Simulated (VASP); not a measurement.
# C in VASP: notebook

Runs on C. Level: PBEsol+D4. Tasks: single point.

All numbers are computed with VASP 6.6.1; they aren't measurements. Logs are shortened: lines on timing, memory, paths and dates and some standing lists are left out, and cuts for length are marked.

## Step 1: Starting point

The cell holds a sheet with vacuum, 2 atoms: a = 2.457 Å, b = 2.457 Å, c = 23.800 Å, α = 90.00°, β = 90.00°, γ = 120.00°.

The cell was built by a generator and needn't be a form met in nature.

## Step 2: Single point, PBEsol+D4

INCAR

```
SYSTEM = C
PREC = Accurate ; ENCUT = 520
EDIFF = 1E-6 ; ISMEAR = 0
SIGMA = 0.03 ; LREAL = .FALSE.
LASPH = .TRUE. ; NELM = 100
ALGO = Fast ; ISIF = 2
LWAVE = .FALSE. ; LCHARG = .FALSE.
LDIPOL = .TRUE. ; IDIPOL = 3
DIPOL = 0.5 0.5 0.294 ; GGA = PS
IVDW = 13 ; NBANDS = 11
```

KPOINTS

```
Automatic mesh
0
G
  18 18 1
  0 0 0
```

POSCAR

```
C
1.0
    2.4568680612      0.0000000000      0.0000000000
   -1.2284340306      2.1277101547      0.0000000000
    0.0000000000      0.0000000000     23.8000000000
C
2
Direct
    0.3333333333      0.6666666667      0.2941176471
    0.6666666667      0.3333333333      0.2941176471
```

Potentials or basis: VASP PAW PBE potentials, release 64 (C).

The run is started by

```sh
$ cat potpaw_PBE.64/C/POTCAR > POTCAR
$ mpirun -np 1 vasp_std > vasp.out
```

OUTCAR:

```text
SYSTEM = C
   PREC = Accurate
   ENCUT = 520
   EDIFF = 1E-6
   ISMEAR = 0
   LREAL = .FALSE.
   LASPH = .TRUE.
   NELM = 100
   ISIF = 2
   GGA = PS
   IVDW = 13

 ion  position               nearest neighbor table
   1  0.333  0.667  0.294-   2 1.42   2 1.42   2 1.42
   2  0.667  0.333  0.294-   1 1.42   1 1.42   1 1.42

  LATTYP: Found a hexagonal cell.
 ALAT       =     2.4568680612
 C/A-ratio  =     9.6871298772

  Lattice vectors:

 A1 = (   2.4568680612,   0.0000000000,   0.0000000000)
 A2 = (  -1.2284340306,   2.1277101547,   0.0000000000)
 A3 = (   0.0000000000,   0.0000000000,  23.8000000000)

Analysis of symmetry for initial positions (statically):
=====================================================================
 Subroutine PRICEL returns:
 Original cell was already a primitive cell.

 Routine SETGRP: Setting up the symmetry group for a
 hexagonal supercell.

 Subroutine GETGRP returns: Found 24 space group operations
 (whereof 12 operations were pure point group operations)
 out of a pool of 24 trial point group operations.

The static configuration has the point symmetry C_6v.
 The point group associated with its full space group is D_6h.

Analysis of symmetry for dynamics (positions and initial velocities):
=====================================================================
 Subroutine PRICEL returns:
 Original cell was already a primitive cell.

 Routine SETGRP: Setting up the symmetry group for a
 hexagonal supercell.

 Subroutine GETGRP returns: Found 24 space group operations
 (whereof 12 operations were pure point group operations)
 out of a pool of 24 trial point group operations.

The dynamic configuration has the point symmetry C_6v.
 The point group associated with its full space group is D_6h.

 Subroutine INISYM returns: Found 24 space group operations
 (whereof 12 operations are pure point group operations),
 and found     1 'primitive' translations

----------------------------------------------------------------------------------------

                                     Primitive cell

  volume of cell :     124.4146

  direct lattice vectors                    reciprocal lattice vectors
     2.456868061  0.000000000  0.000000000     0.407022264  0.234994414  0.000000000
    -1.228434031  2.127710155  0.000000000     0.000000000  0.469988827  0.000000000
     0.000000000  0.000000000 23.800000000     0.000000000  0.000000000  0.042016807

  length of vectors
     2.456868061  2.456868061 23.800000000     0.469988827  0.469988827  0.042016807

  position of ions in fractional coordinates (direct lattice)
     0.333333333  0.666666667  0.294117647
     0.666666667  0.333333333  0.294117647

  ion indices of the primitive-cell ions
   primitive index   ion index
                 1           1
                 2           2

----------------------------------------------------------------------------------------

 KPOINTS: Automatic mesh

Automatic generation of k-mesh.
 Grid dimensions read from file:
 generate k-points for:   18   18    1

 Generating k-lattice:

  Cartesian coordinates                     Fractional coordinates (reciprocal lattice)
     0.022612348  0.013055245  0.000000000     0.055555556  0.000000000  0.000000000
     0.000000000  0.026110490  0.000000000     0.000000000  0.055555556  0.000000000
     0.000000000  0.000000000  0.042016807     0.000000000  0.000000000  1.000000000

  Length of vectors
     0.026110490  0.026110490  0.042016807

  Shift w.r.t. Gamma in fractional coordinates (k-lattice)
     0.000000000  0.000000000  0.000000000

 Subroutine IBZKPT returns following result:
 ===========================================

 Found     37 irreducible k-points:

 Following reciprocal coordinates:
            Coordinates               Weight
  0.000000  0.000000  0.000000      1.000000
  0.055556  0.000000  0.000000      6.000000
  0.111111  0.000000  0.000000      6.000000
  0.166667  0.000000  0.000000      6.000000
  0.222222 -0.000000  0.000000      6.000000
  0.277778 -0.000000  0.000000      6.000000
[... 16 lines left out ...]
  0.333333  0.111111  0.000000     12.000000
  0.388889  0.111111  0.000000     12.000000
 [... further k-points ...]
   k-points           NKPTS =     37   k-points in BZ     NKDIM =     37   number of bands    NBANDS=     11
   number of dos      NEDOS =    301   number of ions     NIONS =      2
   total plane-waves  NPLWV =  58320
   dimension x,y,z NGX =    18 NGY =   18 NGZ =  180
   dimension x,y,z NGXF=    36 NGYF=   36 NGZF=  360
   ions per type =               2
   NGX,Y,Z   is equivalent  to a cutoff of  12.18, 12.18, 12.57 a.u.
   NGXF,Y,Z  is equivalent  to a cutoff of  24.36, 24.36, 25.15 a.u.
 SYSTEM =  C
   PREC   = accura    normal or accurate (medium, high low for compatibility)
   ISTART =      0    job   : 0-new  1-cont  2-samecut
   ICHARG =      2    charge: 1-file 2-atom 10-const
   ISPIN  =      1    spin polarized calculation?
   LNONCOLLINEAR =      F non collinear calculations
   LSORBIT =      F    spin-orbit coupling
   LASPH  =      T    aspherical Exc in radial PAW
   ENCUT  =  520.0 eV  38.22 Ry    6.18 a.u.   4.57  4.57 44.25*2*pi/ulx,y,z
   NELM   =    100;   NELMIN=  2; NELMDL= -5     # of ELM steps
   EDIFF  = 0.1E-05   stopping-criterion for ELM
[... 8 lines left out ...]
   TEBEG  =    0.0;   TEEND  =   0.0 temperature during run
   PSTRESS=    0.0 pullay stress
   NELECT =       8.0000    total number of electrons
   NUPDOWN=      -1.0000    fix difference up-down
   EMIN   =  10.00;   EMAX   =-10.00  energy-range for DOS
   EFERMI =   0.00;   METHOD = LEGACY
   ISMEAR =     0;   SIGMA  =   0.03  broadening in eV -4-tet -1-fermi 0-gaus
   EFERMI_NEDOS =   21; number of points for ismear=-14 and -15
   IALGO  =     68    algorithm
   IMIX   =      4    mixing-type and parameters
     AMIX     =   0.40;   BMIX     =  1.00
     AMIX_MAG =   1.60;   BMIX_MAG =  1.00
  volume/ion in A,a.u.               =      62.21       419.80
  Fermi-wavevector in a.u.,A,eV,Ry     =   0.655865  1.239405  5.852666  0.430159
  Thomas-Fermi vector in A             =   1.726876
   LORBIT       =      0    0 simple, 1 ext, 2 COOP (PROOUT), +10 PAW based schemes
   GGA     = PS    functional components
   LHFCALC =     F    Hartree Fock is set to
   AEXX    =    0.0000 exact exchange contribution
   IVDW    =    13    specifies the selected vdW correction
   LEPSILON=     F    determine dielectric tensor
   LRPA    =     F    only Hartree local field effects (RPA)
 non-spin polarized calculation
 RMM-DIIS sequential band-by-band and
 Gauss-broadening in eV      SIGMA  =   0.03
  energy-cutoff  :      520.00
  volume of cell :      124.41
 maximum number of plane-waves:      3401
   NGX =  9   NGY =  9   NGZ = 89

 dipolmoment           0.000000      0.000000     -0.000000 electrons x Angstroem

 number of electron       7.9999997 magnetization

 dipolmoment           0.000000      0.000000      0.000008 electrons x Angstroem

 Free energy of the ion-electron system (eV)
  ---------------------------------------------------
  ext. energy  EPLUGINS =         0.00000000
  ---------------------------------------------------
  free energy    TOTEN  =       -19.28181764 eV

  energy without entropy =      -19.28160868  energy(sigma->0) =      -19.28171316

 E-fermi :  -3.0276     XC(G=0):  -1.8491

 val. band max:       -3.0275980417   @ k =   0.3333   0.3333   0.0000
 cond. band min:      -3.0275980354   @ k =   0.3333   0.3333   0.0000
 fundamental gap:      0.0000000063
 Fermi energy:        -3.0275980387

 k-point     1 :       0.0000    0.0000    0.0000
  band No.  band energies     occupation
      1     -22.6011      2.00000
      2     -10.7515      2.00000
      3      -6.0296      2.00000
      4      -6.0296      2.00000
      5       0.3415      0.00000
      6       1.1148      0.00000
      7       1.3032      0.00000
      8       1.8932      0.00000
      9       2.2896      0.00000
     10       5.3258      0.00000
     11       5.3276      0.00000

 k-point     2 :       0.0556    0.0000    0.0000
  band No.  band energies     occupation
      1     -22.5276      2.00000
      2     -10.6633      2.00000
      3      -6.3284      2.00000
      4      -6.1892      2.00000
      5       0.4410      0.00000
      6       1.2158      0.00000
      7       1.4057      0.00000
      8       1.9936      0.00000
      9       2.3913      0.00000
     10       5.3640      0.00000
     11       5.6478      0.00000

 k-point     3 :       0.1111    0.0000    0.0000
  band No.  band energies     occupation
      1     -22.3076      2.00000
      2     -10.3997      2.00000
      3      -7.1496      2.00000
      4      -6.6127      2.00000
      5       0.7395      0.00000
      6       1.5195      0.00000
      7       1.7127      0.00000
      8       2.2990      0.00000
      9       2.6959      0.00000
     10       5.4013      0.00000
     11       6.5502      0.00000
[... 267 lines left out ...]
 k-point    23 :       0.3333    0.1111    0.0000
  band No.  band energies     occupation
      1     -18.8768      2.00000
      2     -13.9546      2.00000
      3     -10.0657      2.00000
      4      -6.5036      2.00000
      5       0.3137      0.00000
      6       5.4587      0.00000
      7       5.8493      0.00000
      8       6.3262      0.00000
      9       6.6277      0.00000
     10       7.1506      0.00000
     11       7.5778      0.00000

 k-point    24 :       0.3889    0.1111    0.0000
  band No.  band energies     occupation
      1     -17.8702      2.00000
      2     -15.2625      2.00000
      3     -10.2916      2.00000
      4      -5.5911      2.00000
      5      -0.8933      0.00000
      6       5.6999      0.00000
      7       6.9589      0.00000
      8       7.7629      0.00000
      9       8.1621      0.00000
     10       8.6344      0.00000
     11      10.2314      0.00000

 [... further k-points ...]

------------------------ aborting loop because EDIFF is reached ----------------------------------------

 vacuum level on the upper side and lower side of the slab       (xc-potential included)        -0.010        -0.010

  DFT-D4 for vdW energy calculation

  Edisp (eV):   -0.09775

  FORCE on cell =-STRESS in cart. coord.  units (eV):
  Direction    XX          YY          ZZ          XY          YZ          ZX
  --------------------------------------------------------------------------------------
  -------------------------------------------------------------------------------------
  Total       0.12343     0.12343    -0.00913     0.00000     0.00000     0.00000
  in kB       1.58950     1.58950    -0.11753     0.00000     0.00000     0.00000
  external pressure =        1.02 kB  Pullay stress =        0.00 kB

 VOLUME and BASIS-vectors are now :
 -----------------------------------------------------------------------------
  energy-cutoff  :      520.00
  volume of cell :      124.41
      direct lattice vectors                 reciprocal lattice vectors
     2.456868061  0.000000000  0.000000000     0.407022264  0.234994414  0.000000000
    -1.228434031  2.127710155  0.000000000     0.000000000  0.469988827  0.000000000
     0.000000000  0.000000000 23.800000000     0.000000000  0.000000000  0.042016807

 POSITION                                       TOTAL-FORCE (eV/Angst)
 -----------------------------------------------------------------------------------
     -0.00000      1.41847      7.00000         0.000000     -0.000000      0.000000
      1.22843      0.70924      7.00000        -0.000000      0.000000      0.000000
 -----------------------------------------------------------------------------------
    total drift:                                0.000000      0.000000      0.000095

  FREE ENERGIE OF THE ION-ELECTRON SYSTEM (eV)
  ---------------------------------------------------
  free  energy   TOTEN  =       -19.3795642966 eV

  energy  without entropy=      -19.3793553375  energy(sigma->0) =      -19.37945982

 vacuum level on the upper side and lower side of the slab         1.262         1.262
```

It took 31 s on 1 thread of Intel Xeon 6975P-C (Granite Rapids), shared host; peak memory 0.23 GiB.

What came out:

| Quantity | Value |
| --- | --- |
| Free energy | -19.3796 eV |
| Band gap on the k mesh | none (metal or under the smearing width) |
| Dispersion energy per atom | -0.049 eV |

Caveat: the PAW data sets were made with another functional, which shifts forces and pressure a little.

## Step 3: Single point, PBEsol+D4

This run uses another cell than the first one, of 36.84 Å³/atom, 0.592 times its volume.

INCAR

```
ALGO = Normal
DIPOL = 0.5 0.5 0.500
EDIFF = 1E-6
ENCUT = 520
GGA = PS
IDIPOL = 3
ISIF = 2
ISMEAR = 0
IVDW = 13
LASPH = True
LCHARG = False
LDIPOL = True
LREAL = False
LWAVE = False
NBANDS = 11
NELM = 100
PREC = Accurate
SIGMA = 0.03
```

KPOINTS

```
k-points
0
Gamma
  18 18 1
```

POSCAR

```
C
1.0
    2.4650000000      0.0000000000      0.0000000000
   -1.2325000000      2.1347526203      0.0000000000
    0.0000000000      0.0000000000     14.0000000000
C
2
Direct
    0.3333330000      0.6666670000      0.5000000000
    0.6666670000      0.3333330000      0.5000000000
```

Potentials or basis: VASP PAW PBE potentials, release 64 (C).

The run is started by

```sh
$ cat potpaw_PBE.64/C/POTCAR > POTCAR
$ mpirun -np 1 vasp_std > vasp.out
```

Run time: 14 s. Hardware: 1 thread of Intel Xeon 6975P-C (Granite Rapids), shared host; peak memory 0.17 GiB.

Results (log left out):

- Free energy: -19.3788 eV
- Band gap on the k mesh: none (metal or under the smearing width)
- Dispersion energy per atom: -0.049 eV

Levels at points of the mesh, in eV from the Fermi level:
```csv
k point,band 1,band 2,band 3,band 4,band 5,band 6,band 7,band 8
"(0.00, 0.00, 0.00)",-19.49,-7.66,-3.01,-3.01,3.38,4.36,4.91,7.16
"(0.50, 0.00, 0.00)",-14.21,-13.25,-6.41,-2.37,1.65,7.35,11.23,11.37
```

Caveat: the PAW data sets were made with another functional, which shifts forces and pressure a little.
